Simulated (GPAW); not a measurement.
# PbSe (Clausthalite) (Fm-3m) in GPAW: notebook

Aim: see how the results for PbSe (Clausthalite) move with the level of theory and the settings. Levels: revPBE, LDA. Tasks: relaxation of cell and atoms, single point.

Everything below comes from runs of GPAW 26.7.0. Logs are shortened: lines on timing, memory, paths and dates and some standing lists are left out, and cuts for length are marked. The log counts tension as positive stress, the text compression.

## 1. Starting point

Symmetry: Fm-3m, No. 225, cubic system. The conventional cell has a = 6.121 Å, b = 6.121 Å, c = 6.121 Å, α = 90.00°, β = 90.00°, γ = 90.00°. Pb (site symmetry m-3m) is surrounded by 6 Se at 3.06 Å. Around Se (site symmetry m-3m) lie 6 Pb at 3.06 Å.

## 2. Relaxation of cell and atoms, revPBE, target pressure -1 GPa, at which the enthalpy is minimised

Input file run.py:

```python
from ase import Atoms
from ase.filters import FrechetCellFilter
from ase.io import write
from ase.optimize import FIRE
from ase.units import GPa
from gpaw import GPAW, PW

atoms = Atoms(['Pb', 'Se'],
              cell=[[0.0, 3.06065, 3.06065],
                    [3.06065, 0.0, 3.06065],
                    [3.06065, 3.06065, 0.0]],
              scaled_positions=[[0.0, 0.0, 0.0],
                                [0.5, 0.5, 0.5]],
              pbc=True)

calc = GPAW(mode=PW(600),
            xc='revPBE',
            kpts={'size': (8, 8, 8), 'gamma': True},
            occupations={'name': 'fermi-dirac', 'width': 0.05},
            nbands=19,
            convergence={'density': 1e-05, 'forces': 0.0001},
            maxiter=150,
            txt='gpaw.txt')
atoms.calc = calc
opt = FIRE(FrechetCellFilter(atoms, scalar_pressure=-1 * GPa), trajectory='relax.traj', logfile='-')
done = opt.run(fmax=0.05, steps=40)
calc.write('gs.gpw')
write('result.traj', atoms)
print('Converged:', done)
print('Cell:', atoms.cell.cellpar().round(4))
print('Volume:', round(atoms.get_volume(), 4))
print(atoms.get_scaled_positions().round(5))
```

Potentials or basis: the program's PAW data sets (release 1.2.1) made for this functional, pw.

Command:

```sh
OMP_NUM_THREADS=1 python run.py
```

gpaw.txt:

```text
__  _  _
 | _ |_)|_||  |
 |__||  | ||/\| - 26.7.0

Input parameters:
  mode=PW(ecut=600.0),
  convergence={'density': 1e-05, 'forces': 0.0001},
  kpts=MonkhorstPack(size=(8, 8, 8), gamma=True),
  maxiter=150,
  nbands=19,
  occupations=Occupations(name='fermi-dirac', width=0.05),
  xc=XC(name='revPBE')

Diagonalizing LCAO Hamiltonian
Converting LCAO to pw mode

                Se

       Pb

Atoms  # Å, Bohr magnetons
|   | symbol |        x |        y |        z |    initial magnetic moments |
|---|--------|----------|----------|----------|-----------------------------|
| 0 |     Pb | 0.000000 | 0.000000 | 0.000000 | ( 0.0000,  0.0000,  0.0000) |
| 1 |     Se | 3.060650 | 3.060650 | 3.060650 | ( 0.0000,  0.0000,  0.0000) |

Unit cell  # Å
| periodic |        x |        y |        z |  lengths |    angles |
|----------|----------|----------|----------|----------|-----------|
|      yes | 0.000000 | 3.060650 | 3.060650 | 4.328413 | 60.000000 |
|      yes | 3.060650 | 0.000000 | 3.060650 | 4.328413 | 60.000000 |
|      yes | 3.060650 | 3.060650 | 0.000000 | 4.328413 | 60.000000 |

Number of symmetries: 48
Symmetry operations  # r_c * U_cc + t_c -> r_c
|    | kind |            matrix            |
|----|------|------------------------------|
|  0 |  σ   |  1, 0, 0,  1, 0,-1,  1,-1, 0 |
|  1 |  C2  |  1, 0, 0,  1,-1, 0,  1, 0,-1 |
|  2 |  E   |  1, 0, 0,  0, 1, 0,  0, 0, 1 |
|  3 |  σ   |  1, 0, 0,  0, 0, 1,  0, 1, 0 |
|  4 |  C4  |  1, 0,-1,  1, 0, 0,  1,-1, 0 |
|  5 |  S6  |  1, 0,-1,  1,-1, 0,  1, 0, 0 |
|  6 |  σ   |  1, 0,-1,  0, 1,-1,  0, 0,-1 |
|  7 |  C3  |  1, 0,-1,  0, 0,-1,  0, 1,-1 |
|  8 |  S6  |  1,-1, 0,  1, 0, 0,  1, 0,-1 |
|  9 |  C4  |  1,-1, 0,  1, 0,-1,  1, 0, 0 |
| 10 |  C3  |  1,-1, 0,  0,-1, 1,  0,-1, 0 |
| 11 |  σ   |  1,-1, 0,  0,-1, 0,  0,-1, 1 |
| 12 |  σ   |  0, 1, 0,  1, 0, 0,  0, 0, 1 |
| 13 |  C4  |  0, 1, 0,  0, 1,-1, -1, 1, 0 |
| 14 |  C3  |  0, 1, 0,  0, 0, 1,  1, 0, 0 |
| 15 |  S6  |  0, 1, 0, -1, 1, 0,  0, 1,-1 |
| 16 |  C2  |  0, 1,-1,  1, 0,-1,  0, 0,-1 |
| 17 |  σ   |  0, 1,-1,  0, 1, 0, -1, 1, 0 |
| 18 |  S4  |  0, 1,-1,  0, 0,-1,  1, 0,-1 |
| 19 |  C4  |  0, 1,-1, -1, 1, 0,  0, 1, 0 |
| 20 |  C3  |  0, 0, 1,  1, 0, 0,  0, 1, 0 |
| 21 |  σ   |  0, 0, 1,  0, 1, 0,  1, 0, 0 |
[... 227 lines left out ...]
Forces  # eV/Ang
|       x |        y |        z |
|---------|----------|----------|
| 0.00000 | -0.00000 | -0.00000 |  # Pb   0
| 0.00000 | -0.00000 | -0.00000 |  # Se   1

Interpolating wave functions to new cell

                Se

       Pb

Atoms  # Å, Bohr magnetons
|   | symbol |        x |         y |         z |    initial magnetic moments |
|---|--------|----------|-----------|-----------|-----------------------------|
| 0 |     Pb | 0.000000 | -0.000000 | -0.000000 | ( 0.0000,  0.0000,  0.0000) |
| 1 |     Se | 3.073022 |  3.073022 |  3.073022 | ( 0.0000,  0.0000,  0.0000) |

Unit cell  # Å
| periodic |        x |        y |        z |  lengths |    angles |
|----------|----------|----------|----------|----------|-----------|
|      yes | 0.000000 | 3.073022 | 3.073022 | 4.345910 | 60.000000 |
|      yes | 3.073022 | 0.000000 | 3.073022 | 4.345910 | 60.000000 |
|      yes | 3.073022 | 3.073022 | 0.000000 | 4.345910 | 60.000000 |

Number of symmetries: 48
Symmetry operations  # r_c * U_cc + t_c -> r_c
|    | kind |            matrix            |
|----|------|------------------------------|
|  0 |  σ   |  1, 0, 0,  1, 0,-1,  1,-1, 0 |
|  1 |  C2  |  1, 0, 0,  1,-1, 0,  1, 0,-1 |
|  2 |  E   |  1, 0, 0,  0, 1, 0,  0, 0, 1 |
|  3 |  σ   |  1, 0, 0,  0, 0, 1,  0, 1, 0 |
|  4 |  C4  |  1, 0,-1,  1, 0, 0,  1,-1, 0 |
|  5 |  S6  |  1, 0,-1,  1,-1, 0,  1, 0, 0 |
|  6 |  σ   |  1, 0,-1,  0, 1,-1,  0, 0,-1 |
|  7 |  C3  |  1, 0,-1,  0, 0,-1,  0, 1,-1 |
|  8 |  S6  |  1,-1, 0,  1, 0, 0,  1, 0,-1 |
|  9 |  C4  |  1,-1, 0,  1, 0,-1,  1, 0, 0 |
| 10 |  C3  |  1,-1, 0,  0,-1, 1,  0,-1, 0 |
| 11 |  σ   |  1,-1, 0,  0,-1, 0,  0,-1, 1 |
| 12 |  σ   |  0, 1, 0,  1, 0, 0,  0, 0, 1 |
| 13 |  C4  |  0, 1, 0,  0, 1,-1, -1, 1, 0 |
| 14 |  C3  |  0, 1, 0,  0, 0, 1,  1, 0, 0 |
| 15 |  S6  |  0, 1, 0, -1, 1, 0,  0, 1,-1 |
| 16 |  C2  |  0, 1,-1,  1, 0,-1,  0, 0,-1 |
| 17 |  σ   |  0, 1,-1,  0, 1, 0, -1, 1, 0 |
| 18 |  S4  |  0, 1,-1,  0, 0,-1,  1, 0,-1 |
| 19 |  C4  |  0, 1,-1, -1, 1, 0,  0, 1, 0 |
| 20 |  C3  |  0, 0, 1,  1, 0, 0,  0, 1, 0 |
| 21 |  σ   |  0, 0, 1,  0, 1, 0,  1, 0, 0 |
[... 215 lines left out ...]
Gap: 0.342 eV
Transition (v -> c):
  (s=0, k=28, n=9, [0.50, 0.50, 0.50]) -> (s=0, k=28, n=10, [0.50, 0.50, 0.50])
No difference between direct/indirect transitions

Stress tensor  # eV/Ang^3
|         x |         y |         z |
|-----------|-----------|-----------|
| -0.017642 | -0.000000 | -0.000000 |
| -0.000000 | -0.017642 |  0.000000 |
| -0.000000 |  0.000000 | -0.017642 |

Forces  # eV/Ang
|        x |        y |       z |
|----------|----------|---------|
| -0.00000 | -0.00000 | 0.00000 |  # Pb   0
| -0.00000 |  0.00000 | 0.00000 |  # Se   1

Interpolating wave functions to new cell

                Se

       Pb

Atoms  # Å, Bohr magnetons
|   | symbol |         x |         y |         z |    initial magnetic moments |
|---|--------|-----------|-----------|-----------|-----------------------------|
| 0 |     Pb | -0.000000 | -0.000000 | -0.000000 | ( 0.0000,  0.0000,  0.0000) |
| 1 |     Se |  3.096156 |  3.096156 |  3.096156 | ( 0.0000,  0.0000,  0.0000) |

Unit cell  # Å
| periodic |        x |         y |         z |  lengths |    angles |
|----------|----------|-----------|-----------|----------|-----------|
|      yes | 0.000000 |  3.096156 |  3.096156 | 4.378626 | 60.000000 |
|      yes | 3.096156 | -0.000000 |  3.096156 | 4.378626 | 60.000000 |
|      yes | 3.096156 |  3.096156 | -0.000000 | 4.378626 | 60.000000 |

Number of symmetries: 48
Symmetry operations  # r_c * U_cc + t_c -> r_c
|    | kind |            matrix            |
|----|------|------------------------------|
|  0 |  σ   |  1, 0, 0,  1, 0,-1,  1,-1, 0 |
|  1 |  C2  |  1, 0, 0,  1,-1, 0,  1, 0,-1 |
|  2 |  E   |  1, 0, 0,  0, 1, 0,  0, 0, 1 |
|  3 |  σ   |  1, 0, 0,  0, 0, 1,  0, 1, 0 |
|  4 |  C4  |  1, 0,-1,  1, 0, 0,  1,-1, 0 |
|  5 |  S6  |  1, 0,-1,  1,-1, 0,  1, 0, 0 |
|  6 |  σ   |  1, 0,-1,  0, 1,-1,  0, 0,-1 |
|  7 |  C3  |  1, 0,-1,  0, 0,-1,  0, 1,-1 |
|  8 |  S6  |  1,-1, 0,  1, 0, 0,  1, 0,-1 |
|  9 |  C4  |  1,-1, 0,  1, 0,-1,  1, 0, 0 |
| 10 |  C3  |  1,-1, 0,  0,-1, 1,  0,-1, 0 |
| 11 |  σ   |  1,-1, 0,  0,-1, 0,  0,-1, 1 |
| 12 |  σ   |  0, 1, 0,  1, 0, 0,  0, 0, 1 |
| 13 |  C4  |  0, 1, 0,  0, 1,-1, -1, 1, 0 |
| 14 |  C3  |  0, 1, 0,  0, 0, 1,  1, 0, 0 |
| 15 |  S6  |  0, 1, 0, -1, 1, 0,  0, 1,-1 |
| 16 |  C2  |  0, 1,-1,  1, 0,-1,  0, 0,-1 |
| 17 |  σ   |  0, 1,-1,  0, 1, 0, -1, 1, 0 |
| 18 |  S4  |  0, 1,-1,  0, 0,-1,  1, 0,-1 |
| 19 |  C4  |  0, 1,-1, -1, 1, 0,  0, 1, 0 |
| 20 |  C3  |  0, 0, 1,  1, 0, 0,  0, 1, 0 |
| 21 |  σ   |  0, 0, 1,  0, 1, 0,  1, 0, 0 |
[... 235 lines left out ...]
                 Se

       Pb

Atoms  # Å, Bohr magnetons
|   | symbol |         x |         y |         z |    initial magnetic moments |
|---|--------|-----------|-----------|-----------|-----------------------------|
| 0 |     Pb | -0.000000 | -0.000000 | -0.000000 | ( 0.0000,  0.0000,  0.0000) |
| 1 |     Se |  3.127114 |  3.127114 |  3.127114 | ( 0.0000,  0.0000,  0.0000) |

Unit cell  # Å
| periodic |        x |        y |         z |  lengths |    angles |
|----------|----------|----------|-----------|----------|-----------|
|      yes | 0.000000 | 3.127114 |  3.127114 | 4.422407 | 60.000000 |
|      yes | 3.127114 | 0.000000 |  3.127114 | 4.422407 | 60.000000 |
|      yes | 3.127114 | 3.127114 | -0.000000 | 4.422407 | 60.000000 |

Number of symmetries: 48
Symmetry operations  # r_c * U_cc + t_c -> r_c
|    | kind |            matrix            |
|----|------|------------------------------|
|  0 |  σ   |  1, 0, 0,  1, 0,-1,  1,-1, 0 |
|  1 |  C2  |  1, 0, 0,  1,-1, 0,  1, 0,-1 |
|  2 |  E   |  1, 0, 0,  0, 1, 0,  0, 0, 1 |
|  3 |  σ   |  1, 0, 0,  0, 0, 1,  0, 1, 0 |
|  4 |  C4  |  1, 0,-1,  1, 0, 0,  1,-1, 0 |
|  5 |  S6  |  1, 0,-1,  1,-1, 0,  1, 0, 0 |
|  6 |  σ   |  1, 0,-1,  0, 1,-1,  0, 0,-1 |
|  7 |  C3  |  1, 0,-1,  0, 0,-1,  0, 1,-1 |
|  8 |  S6  |  1,-1, 0,  1, 0, 0,  1, 0,-1 |
|  9 |  C4  |  1,-1, 0,  1, 0,-1,  1, 0, 0 |
| 10 |  C3  |  1,-1, 0,  0,-1, 1,  0,-1, 0 |
| 11 |  σ   |  1,-1, 0,  0,-1, 0,  0,-1, 1 |
| 12 |  σ   |  0, 1, 0,  1, 0, 0,  0, 0, 1 |
| 13 |  C4  |  0, 1, 0,  0, 1,-1, -1, 1, 0 |
| 14 |  C3  |  0, 1, 0,  0, 0, 1,  1, 0, 0 |
| 15 |  S6  |  0, 1, 0, -1, 1, 0,  0, 1,-1 |
| 16 |  C2  |  0, 1,-1,  1, 0,-1,  0, 0,-1 |
| 17 |  σ   |  0, 1,-1,  0, 1, 0, -1, 1, 0 |
| 18 |  S4  |  0, 1,-1,  0, 0,-1,  1, 0,-1 |
| 19 |  C4  |  0, 1,-1, -1, 1, 0,  0, 1, 0 |
| 20 |  C3  |  0, 0, 1,  1, 0, 0,  0, 1, 0 |
| 21 |  σ   |  0, 0, 1,  0, 1, 0,  1, 0, 0 |
[... 215 lines left out ...]
Gap: 0.505 eV
Transition (v -> c):
  (s=0, k=28, n=9, [0.50, 0.50, 0.50]) -> (s=0, k=28, n=10, [0.50, 0.50, 0.50])
No difference between direct/indirect transitions

Stress tensor  # eV/Ang^3
|         x |         y |         z |
|-----------|-----------|-----------|
| -0.001506 |  0.000000 |  0.000000 |
|  0.000000 | -0.001506 |  0.000000 |
|  0.000000 |  0.000000 | -0.001506 |

Forces  # eV/Ang
|        x |        y |        z |
|----------|----------|----------|
| -0.00000 | -0.00000 | -0.00000 |  # Pb   0
|  0.00000 | -0.00000 | -0.00000 |  # Se   1

Interpolating wave functions to new cell

                 Se

       Pb

Atoms  # Å, Bohr magnetons
|   | symbol |         x |         y |         z |    initial magnetic moments |
|---|--------|-----------|-----------|-----------|-----------------------------|
| 0 |     Pb | -0.000000 | -0.000000 | -0.000000 | ( 0.0000,  0.0000,  0.0000) |
| 1 |     Se |  3.162125 |  3.162125 |  3.162125 | ( 0.0000,  0.0000,  0.0000) |

Unit cell  # Å
| periodic |         x |        y |         z |  lengths |    angles |
|----------|-----------|----------|-----------|----------|-----------|
|      yes | -0.000000 | 3.162125 |  3.162125 | 4.471920 | 60.000000 |
|      yes |  3.162125 | 0.000000 |  3.162125 | 4.471920 | 60.000000 |
|      yes |  3.162125 | 3.162125 | -0.000000 | 4.471920 | 60.000000 |

Number of symmetries: 48
Symmetry operations  # r_c * U_cc + t_c -> r_c
|    | kind |            matrix            |
|----|------|------------------------------|
|  0 |  σ   |  1, 0, 0,  1, 0,-1,  1,-1, 0 |
|  1 |  C2  |  1, 0, 0,  1,-1, 0,  1, 0,-1 |
|  2 |  E   |  1, 0, 0,  0, 1, 0,  0, 0, 1 |
|  3 |  σ   |  1, 0, 0,  0, 0, 1,  0, 1, 0 |
|  4 |  C4  |  1, 0,-1,  1, 0, 0,  1,-1, 0 |
|  5 |  S6  |  1, 0,-1,  1,-1, 0,  1, 0, 0 |
|  6 |  σ   |  1, 0,-1,  0, 1,-1,  0, 0,-1 |
|  7 |  C3  |  1, 0,-1,  0, 0,-1,  0, 1,-1 |
|  8 |  S6  |  1,-1, 0,  1, 0, 0,  1, 0,-1 |
|  9 |  C4  |  1,-1, 0,  1, 0,-1,  1, 0, 0 |
| 10 |  C3  |  1,-1, 0,  0,-1, 1,  0,-1, 0 |
| 11 |  σ   |  1,-1, 0,  0,-1, 0,  0,-1, 1 |
| 12 |  σ   |  0, 1, 0,  1, 0, 0,  0, 0, 1 |
| 13 |  C4  |  0, 1, 0,  0, 1,-1, -1, 1, 0 |
| 14 |  C3  |  0, 1, 0,  0, 0, 1,  1, 0, 0 |
| 15 |  S6  |  0, 1, 0, -1, 1, 0,  0, 1,-1 |
| 16 |  C2  |  0, 1,-1,  1, 0,-1,  0, 0,-1 |
| 17 |  σ   |  0, 1,-1,  0, 1, 0, -1, 1, 0 |
| 18 |  S4  |  0, 1,-1,  0, 0,-1,  1, 0,-1 |
| 19 |  C4  |  0, 1,-1, -1, 1, 0,  0, 1, 0 |
| 20 |  C3  |  0, 0, 1,  1, 0, 0,  0, 1, 0 |
| 21 |  σ   |  0, 0, 1,  0, 1, 0,  1, 0, 0 |
[... 198 lines left out ...]
|          3 |       -11.798 |     2.000 |
|          4 |       -11.798 |     2.000 |
|          5 |        -7.836 |     2.000 |
|          6 |        -1.398 |     2.000 |
|          7 |         3.479 |     2.000 |
[... 9 lines left out ...]
|         17 |        13.550 |     0.000 |
|         18 |        13.922 |     0.000 |

Gap: 0.595 eV
Transition (v -> c):
  (s=0, k=28, n=9, [0.50, 0.50, 0.50]) -> (s=0, k=28, n=10, [0.50, 0.50, 0.50])
No difference between direct/indirect transitions

Stress tensor  # eV/Ang^3
|         x |        y |         z |
|-----------|----------|-----------|
|  0.007021 | 0.000000 | -0.000000 |
|  0.000000 | 0.007021 |  0.000000 |
| -0.000000 | 0.000000 |  0.007021 |

Forces  # eV/Ang
|       x |        y |        z |
|---------|----------|----------|
| 0.00000 | -0.00000 |  0.00000 |  # Pb   0
| 0.00000 |  0.00000 | -0.00000 |  # Se   1

# Writing to gs.gpw (mode='')
```

Run time: 99 s. Hardware: 1 thread of Arm Neoverse V1, shared host; peak memory 0.24 GiB.

Results:

| Quantity | Value |
| --- | --- |
| Free energy | -7.8176 eV |
| Relaxed volume | 31.62 Å³/atom |
| Relaxed cell | a = 4.472 Å, b = 4.472 Å, c = 4.472 Å, α = 60.00°, β = 60.00°, γ = 60.00° |
| Space group after relaxing (to 0.05 Å) | Fm-3m (No. 225) |
| Energy change on relaxing (the enthalpy is what falls) | -18.4 meV/atom |
| Ionic steps | 5 |
| Pressure after relaxing | -1.1 GPa |
| Band gap on the k mesh | 0.60 eV, direct |

Step by step:
```csv
step,energy change (eV),largest force (eV/Å),pressure (GPa),volume (Å³)
1,0.0000,0.0000,3.51,57.34
2,-0.0139,0.0000,2.83,58.04
3,-0.0323,0.0000,1.64,59.36
4,-0.0428,0.0000,0.24,61.16
5,-0.0367,0.0000,-1.12,63.24
```

Final structure:
```xyz
2
Lattice="0.0000 3.1621 3.1621 3.1621 0.0000 3.1621 3.1621 3.1621 0.0000" Properties=species:S:1:pos:R:3 pbc="T T T"
Pb    0.0000    0.0000    0.0000
Se    3.1621    3.1621    3.1621
```

Caveat: later steps reuse the first step's grids; spin-orbit coupling is left out, which as a rule narrows the gap of such compounds by several tenths of an eV.

## 3. Single point, LDA

Input file run.py:

```python
from ase.dft.bandgap import bandgap
from ase.io import read, write
from ase.units import GPa
from gpaw import GPAW, PW

atoms = read('POSCAR')

calc = GPAW(mode=PW(400),
            xc='LDA',
            kpts={'size': (6, 6, 6), 'gamma': True},
            occupations={'name': 'fermi-dirac', 'width': 0.05},
            nbands=19,
            maxiter=120,
            txt='gpaw.txt')
atoms.calc = calc
energy = atoms.get_potential_energy()
forces = atoms.get_forces()
stress = atoms.get_stress()
calc.write('gs.gpw')
write('result.traj', atoms)
print(f'Energy: {energy:.6f} eV')
print('Forces (eV/A):')
print(forces.round(4))
print('Stress (GPa):', (stress / GPa).round(3))
print('Fermi level:', round(calc.get_fermi_level(), 4), 'eV')
print(f'Gap: {bandgap(calc)[0]:.4f} eV, direct: {bandgap(calc, direct=True)[0]:.4f} eV')
```

Input file POSCAR:

```
PbSe
1.0
    0.0000000000      3.0606500000      3.0606500000
    3.0606500000      0.0000000000      3.0606500000
    3.0606500000      3.0606500000      0.0000000000
Pb Se
1 1
Direct
    0.0000000000      0.0000000000      0.0000000000
    0.5000000000      0.5000000000      0.5000000000
```

Potentials or basis: the program's PAW data sets (release 1.2.1) made for this functional, pw.

Command:

```sh
OMP_NUM_THREADS=1 python run.py
```

Run time: 8.8 s. Hardware: 1 thread of Arm Neoverse N1, shared host; peak memory 0.14 GiB.

These settings aren't checked as converged: the numbers below hold their error.

Results:

* Free energy: -9.6064 eV
* Pressure: -4.0 GPa
* Band gap on the k mesh: 0.15 eV, direct

Caveat: the cutoff is short for stress and forces, so pressures can be off by a GPa or more; spin-orbit coupling is left out, which as a rule narrows the gap of such compounds by several tenths of an eV.
